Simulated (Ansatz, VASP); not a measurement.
# Cross-check of TiO2 (1T-TiO2, 2 layers, AA stacking) between VASP and Ansatz, part 3 of 3

Wanted: the spread between two codes on one cell, functional and k mesh. Of the first pair: The structure shown is the start of the Ansatz relaxation below; VASP solves that cell, so the two are compared at the walk's first step.

VASP 6.6.1 and Ansatz 0.2.0.

So far. Step 4 (Comparison): The forces differ by 26 meV/Å r.m.s., which is 1.4 % of the r.m.s. force of 1.946 eV/Å (both taken over all components). With vacuum in the cell, a pressure given here is an average over mostly empty space and none of the material.

## 8. Ansatz: relaxation, PBE with D3(BJ)

Level of this step: Ansatz beside VASP: Kohn-Sham DFT, plane waves, PBE with D3(BJ) (Ansatz).

The two programs are compared at the cell with which this relaxation starts, whose forces are those of its first step. This pair takes another cell of the material, with 9 atoms against 6 for the pair before.

The structure compared here is the start of the Ansatz relaxation; VASP solves that cell, so the two are compared at the walk's first step.

File input.yaml:

```yaml
crystal:
  lattice:
    - [2.99, 0.0, 0.0]
    - [-1.495, 2.5894159573, 0.0]
    - [0.0, 0.0, 30.9835763692]
  atoms:
    - { symbol: O, position: [0.6666666667, 0.3333333333, 0.2743388916] }
    - { symbol: Ti, position: [0.0, 0.0, 0.314056581] }
    - { symbol: O, position: [0.3333333333, 0.6666666667, 0.3537742704] }
    - { symbol: O, position: [0.6666666667, 0.3333333333, 0.4602823106] }
    - { symbol: Ti, position: [0.0, 0.0, 0.5] }
    - { symbol: O, position: [0.3333333333, 0.6666666667, 0.5397176894] }
    - { symbol: O, position: [0.6666666667, 0.3333333333, 0.6462257296] }
    - { symbol: Ti, position: [0.0, 0.0, 0.685943419] }
    - { symbol: O, position: [0.3333333333, 0.6666666667, 0.7256611084] }
kpoints:
  mp_grid: { grid: [12, 12, 1] }
hamiltonian:
  xc: pbe
  dispersion: d3bj
scf:
  occupations: { method: fermi_dirac, width: 0.05 }
  convergence: { dr2_threshold: 1.0e-08 }
efield:
  axis: 3
  dipole_correction: true
  ramp_position: 0.97
  ramp_width: 0.04
relax:
  f_tol: 0.01
  cell: { fix: [c, alpha, beta] }
output:
  write_potential: true
  write_density: true
  volumetric_format: npy
```

Launch:

```bash
> ansatz run input.yaml --threads 4 --pin off --max-ram 8192MiB --backend cpu --events-out ev --progress --plain --runs-dir out
```

Numbers of over 12 decimals in the logs are rounded to 6 here.

The log of the run:

```text
[...]
Crystal: 9 atoms, lattice volume = 239.886 Å³
Basis set: ecut = 420 eV, 4543 PW (Γ), exchange–correlation on 40×40×432 points (8 copies of the dense FFT grid, shifted against one another)
[...]
- { symbol: O, position: [0.666667, 0.333333, 0.468813] }
    - { symbol: Ti, position: [0, 0, 0.500003] }
    - { symbol: O, position: [0.333333, 0.666667, 0.531192] }
    - { symbol: O, position: [0.666667, 0.333333, 0.615763] }
    - { symbol: Ti, position: [-2.990808475536544e-17, 0, 0.646948] }
    - { symbol: O, position: [0.333333, 0.666667, 0.678258] }
[key lines of the parts left out:]
SCF converged after 3 iterations
Free energy (F): -10916.549946 eV
Fermi energy:    -0.256218 eV
Dipole field:    D = 0.000001 V/Å  (p = 0.000001 e·Å, saw-weighted, corrected)
Work function:   Φ+ = 6.8724 eV   Φ− = 6.8723 eV
P = ⅓ Tr σ = -0.0015 GPa (-0.015 kbar)
```

## 9. VASP: single point, PBE with D3(BJ), start cell, pair 3

The same cell, functional, mesh and smearing now go to VASP, with its own data sets.

File INCAR:

```
SYSTEM = TiO2
PREC = Accurate
ENCUT = 520
EDIFF = 1E-06
NELM = 120
ISMEAR = -1
SIGMA = 0.05
LREAL = .FALSE.
ALGO = Normal
GGA = PE
IVDW = 12
NBANDS = 45
LASPH = .TRUE.
LORBIT = 11
LWAVE = .FALSE.
LCHARG = .FALSE.
ISIF = 2
LDIPOL = .TRUE.
IDIPOL = 3
DIPOL = 0.5 0.5 0.5
LVHAR = .TRUE.
GGA_COMPAT = .FALSE.
EFERMI = MIDGAP
NELMDL = -8
KPAR = 2
```

File POSCAR:

```
TiO2
1.0
    2.9900000000      0.0000000000      0.0000000000
   -1.4950000000      2.5894160000      0.0000000000
    0.0000000000      0.0000000000     30.9835760000
O Ti
6 3
Direct
    0.6666666667      0.3333333333      0.2743388949
    0.3333333333      0.6666666667      0.3537742706
    0.6666666667      0.3333333333      0.4602823122
    0.3333333333      0.6666666667      0.5397176878
    0.6666666667      0.3333333333      0.6462257294
    0.3333333333      0.6666666667      0.7256611051
    0.0000000000      0.0000000000      0.3140565828
    0.0000000000      0.0000000000      0.5000000000
    0.0000000000      0.0000000000      0.6859434172
```

File KPOINTS:

```
Automatic mesh
0
Gamma
12 12 1
0 0 0
```

PAW data sets: O and Ti_sv (PBE family, release 64).

Launch:

```bash
> mpirun -np 2 vasp_std
```

The log of the run:

```text
[banner, memory and clock lines left out]
running    2 mpi-ranks, on    1 nodes
[...]
LDA part: xc-table for (Slater+PW92), standard interpolation
 POSCAR, INCAR and KPOINTS ok, starting setup
[...]
entering main loop
       N       E                     dE             d eps       ncg     rms          rms(c)
DAV:   1     0.948655932719E+03    0.94866E+03   -0.36817E+04  1870   0.157E+03
DAV:   2     0.676711084534E+02   -0.88098E+03   -0.85205E+03  1994   0.473E+02
DAV:   3    -0.883848371811E+02   -0.15606E+03   -0.15146E+03  2385   0.186E+02
DAV:   4    -0.100330471754E+03   -0.11946E+02   -0.11929E+02  2596   0.506E+01
[...]
DAV:  30    -0.759785227037E+02   -0.14837E-05   -0.27485E-07   860   0.234E-03    0.937E-04
DAV:  31    -0.759785237503E+02   -0.10467E-05   -0.18147E-07   855   0.263E-03    0.795E-04
DAV:  32    -0.759785243235E+02   -0.57319E-06   -0.70561E-08   855   0.127E-03
   1 F= -.77355468E+02 E0= -.77355468E+02  d E =-.141304E-07
```

Parts of OUTCAR (step 9):

```text
 Edisp (eV)   -1.37694

  Total     -11.74980   -11.74980   -31.45875    -0.00000    -0.00000    -0.00000
  in kB     -78.47593   -78.47593  -210.11037    -0.00000    -0.00000    -0.00000
  external pressure =     -122.35 kB  Pullay stress =        0.00 kB

 POSITION                                       TOTAL-FORCE (eV/Angst)
 -----------------------------------------------------------------------------------
      1.49500      0.86314      8.50000         0.000000      0.000000      4.140634
     -0.00000      1.72628     10.96119        -0.000000      0.000000     -4.112651
      1.49500      0.86314     14.26119        -0.000000     -0.000000      4.115967
     -0.00000      1.72628     16.72238         0.000000     -0.000000     -4.115967
      1.49500      0.86314     20.02238         0.000000     -0.000000      4.112651
     -0.00000      1.72628     22.48358        -0.000000      0.000000     -4.140634
      0.00000      0.00000      9.73060        -0.000000     -0.000000      0.048493
      0.00000      0.00000     15.49179        -0.000000     -0.000000     -0.000000
      0.00000      0.00000     21.25298        -0.000000     -0.000000     -0.048493
 -----------------------------------------------------------------------------------
    total drift:                                0.000000      0.000000      0.000000

  FREE ENERGIE OF THE ION-ELECTRON SYSTEM (eV)
  ---------------------------------------------------
  free  energy   TOTEN  =       -77.3554676633 eV

  energy  without entropy=      -77.3554676492  energy(sigma->0) =      -77.35546766

[... 3 further parts left out ...]
[key lines of the parts left out:]
E-fermi :  -2.8125
```

## 10. Comparison

Forces (eV/Å; atoms numbered as in POSCAR):

```tsv
atom	Ansatz x, y, z	VASP x, y, z
O1	0.000, 0.000, 4.196	0.000, 0.000, 4.141
O2	0.000, 0.000, -4.169	0.000, 0.000, -4.113
O3	0.000, 0.000, 4.172	0.000, 0.000, 4.116
O4	0.000, 0.000, -4.172	0.000, 0.000, -4.116
O5	0.000, 0.000, 4.169	0.000, 0.000, 4.113
O6	0.000, 0.000, -4.196	0.000, 0.000, -4.141
Ti7	0.000, 0.000, 0.048	0.000, 0.000, 0.048
Ti8	0.000, 0.000, 0.000	0.000, 0.000, 0.000
Ti9	0.000, 0.000, -0.048	0.000, 0.000, -0.048
```

The forces differ by 26 meV/Å r.m.s., which is 1.4 % of the r.m.s. force of 1.944 eV/Å (both taken over all components). With vacuum in the cell, a pressure given here is an average over mostly empty space and none of the material.

## 11. Outcome

- r.m.s. force difference (single point, PBE with D3(BJ), start cell, pair 1): 1.4 % of the r.m.s. force
- r.m.s. force difference (single point, PBE with D3(BJ), relaxed cell, pair 2): 27 meV/Å
- r.m.s. force difference (single point, PBE with D3(BJ), start cell, pair 3): 1.4 % of the r.m.s. force

**Reading.** The r.m.s. force difference is 27 meV/Å (single point, PBE with D3(BJ), relaxed cell, pair 2), beyond the 12 meV/Å picked in this series as the mark of a large difference. What causes the difference of the single point, PBE with D3(BJ), relaxed cell, pair 2 pair stays open here. 1 further run of this series is not shown here. Such differences can come from data sets, numerical settings and the points named under the comparisons, not from the functional's error against experiment.

[Lines on the potential files, build, host, timing and source positions are cut from VASP's logs without a mark.]

[Logs are printed without paths, hosts, clocks, repeated set-up lines and the standing remarks that a program may print on its own settings, such as how far it seeks lower states.]

[Hosts, paths, dates, database ids (printed as entryN), source tags and the programs' standing remarks are cut or masked in the printed files.]
